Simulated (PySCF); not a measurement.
**TePb in PySCF: convergence with density cutoff**

Input of the first run (density cutoff 9 Ha); the others differ in this setting and in those tied to it:

Contents of run.py:

```python
import json
import numpy as np
from pyscf.pbc import gto, scf, dft, df

cell = gto.Cell()
cell.a = '''
  0.0000000000    3.2310000000    3.2310000000
  3.2310000000    0.0000000000    3.2310000000
  3.2310000000    3.2310000000    0.0000000000'''
cell.atom = '''
Pb   0.0000000000    0.0000000000    0.0000000000
Te   3.2310000000    3.2310000000    3.2310000000'''
cell.unit = 'A'
cell.basis = {'Pb': 'DZVP-MOLOPT-SR-GTH-q4', 'Te': 'DZVP-MOLOPT-SR-GTH-q6'}
cell.pseudo = {'Pb': 'GTH-PBE-q4', 'Te': 'GTH-PBE-q6'}
cell.ke_cutoff = 9  # hartree
cell.exp_to_discard = 0.02
cell.precision = 1e-08
cell.space_group_symmetry = True
cell.symmorphic = False
cell.max_memory = 2940  # MB
cell.verbose = 4
cell.build()

res = {}
kpts = cell.make_kpts([5, 5, 5], space_group_symmetry=True, time_reversal_symmetry=True)
cell.space_group_symmetry = False  # the mesh holds the operations; no search on the supercells of the integral code
mf = dft.KRKS(cell, kpts, xc='r2scan')
mf = mf.multigrid_numint()
mf = mf.smearing(sigma=0.00183747, method='fermi')  # hartree
mf.conv_tol = 1e-07
mf.max_cycle = 60

mf.kernel()
res.update(converged=bool(mf.converged), e_tot=mf.e_tot, nelec=cell.nelectron, nao=cell.nao, mesh=list(map(int, cell.mesh)), a=cell.lattice_vectors().tolist(), coords=cell.atom_coords().tolist(),
           mo_energy=[np.real(x).tolist() for x in mf.mo_energy], mo_occ=[np.real(x).tolist() for x in mf.mo_occ])
res.update(e_free=mf.e_free, e_zero=mf.e_zero)
res.update(kpts=kpts.kpts_scaled_ibz.tolist(), weights=kpts.weights_ibz.tolist())
res['parts'] = {k: float(np.real(v)) for k, v in mf.scf_summary.items() if np.isscalar(v)}
json.dump(res, open('results.json', 'w'))
if not mf.converged:
    raise SystemExit('SCF not converged')

print('levels (eV)')
for i, kp in enumerate(res['kpts'][:40]):
    print('k %7.4f %7.4f %7.4f  ' % tuple(kp), ' '.join('%.3f' % (x * 27.211386) for x in res['mo_energy'][i][:10]))

mf = mf.to_khf()  # unfold to the whole mesh
kpts = mf.kpts
# Mulliken populations
dm, s = np.asarray(mf.make_rdm1()), np.asarray(mf.get_ovlp())
sites = cell.aoslice_by_atom()[:, 2:]
tot = np.einsum('kij,kji->i', dm, s).real / len(kpts)
res['mulliken'] = [cell.atom_charge(i) - tot[a0:a1].sum() for i, (a0, a1) in enumerate(sites)]
print('Mulliken charges', np.round(res['mulliken'], 5))
res['meta_lowdin'] = mf.mulliken_meta()[1].tolist()
res['done'] = True
json.dump(res, open('results.json', 'w'))
```

Potentials or basis: DZVP-MOLOPT-SR/GTH-PBE (potentials made for PBE).

Launch:

```sh
$ OMP_NUM_THREADS=2 python -u run.py > log
```

Hardware: 2 threads of Arm Neoverse N1 (shared host).

**Question.** The values tried are 9 Ha, 14 Ha, 20 Ha, 29 Ha, 38 Ha, 46 Ha, 58 Ha, 72 Ha, 87 Ha, loosest first. From which on does the energy stay within 1 meV/atom of the tightest run that finished?

**Answer.** From 29 Ha on.

| density cutoff | energy less the tightest run, at zero smearing (meV/atom) | SCF cycles | CPU time (s) | peak memory (GiB) |
| --- | --- | --- | --- | --- |
| 9 Ha | 18.08 | 5 | 260 | 1.4 |
| 14 Ha | -0.99 | 5 | 300 | 1.4 |
| 20 Ha | 1.02 | 5 | 320 | 1.5 |
| 29 Ha | 0.31 | 5 | 410 | 2.5 |
| 38 Ha | 0.18 | 5 | 450 | 2.8 |
| 46 Ha | 0.28 | 5 | 570 | 2.7 |
| 58 Ha | 0.00 | 5 | 650 | 2.8 |
| 72 Ha | timed out after 750 s | - | - | - |
| 87 Ha | timed out after 750 s | - | - | - |

The tightest run that finished is the yardstick and may itself not be fully converged.

Caveat, for the tightest run too: this odd mesh misses L, where the gap lies, so gap, dielectric constants and Born charges aren't listed; meta-GGAs need a finer uniform grid than this; the basis of atomic orbitals isn't converged, which shifts pressures, moduli and gaps. Spin-orbit coupling is left out, which matters for the levels of Pb, Te.
